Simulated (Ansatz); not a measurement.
# Pb: the cost of one run

Computed with Ansatz 0.2.0 (DFT PBE, scalar-relativistic, plane waves, PAW, unless a step's input says otherwise).

**1. The starting structure**

Symmetry: Cmce, No. 64, orthorhombic system. The conventional cell has a = 6.638 Å, b = 4.387 Å, c = 8.949 Å, α = 90.00°, β = 90.00°, γ = 90.00°. Around Pb (site symmetry m) lie 1 Pb at 2.47 Å.

Coordinates:

```xyz
4
Lattice="3.3192 -2.1937 0.0000 3.3192 2.1937 0.0000 0.0000 0.0000 8.9487" Properties=species:S:1:pos:R:3 pbc="T T T"
Pb    3.3192   -1.5356    1.0470
Pb    3.3192   -0.6581    5.5214
Pb    3.3192    1.5356    7.9017
Pb    3.3192    0.6581    3.4274
```

(A quick probe on a coarse mesh, which set the mesh and smearing, is not shown.)

**3. Rough relaxation on the coarse mesh**

File input.yaml:

```yaml
crystal:
  lattice:
    - [3.3191653959, -2.193714414, 0.0]
    - [3.3191653959, 2.193714414, 0.0]
    - [0.0, 0.0, 8.9487078075]
  atoms:
    - { symbol: Pb, position: [0.85, 0.15, 0.117] }
    - { symbol: Pb, position: [0.65, 0.35, 0.617] }
    - { symbol: Pb, position: [0.15, 0.85, 0.883] }
    - { symbol: Pb, position: [0.35, 0.65, 0.383] }
basis:
  ecutwfc: 420
kpoints:
  mp_grid: { grid: [6, 6, 2] }
hamiltonian:
  xc: pbe
scf:
  occupations: { method: gaussian, width: 0.1 }
  lower_state_search: "off"
output:
  forces: true
  stress: true
  eigenvalues: true
relax:
  adjacent_minimum: "off"
  f_tol: 0.04
  max_steps: 70
  cell: { stress_tol: 0.4 }
```

Q: Estimate wall time and peak memory on 1 thread of an x86-64 CPU, shared host.

About 32 s, with a peak of 0.43 GiB.
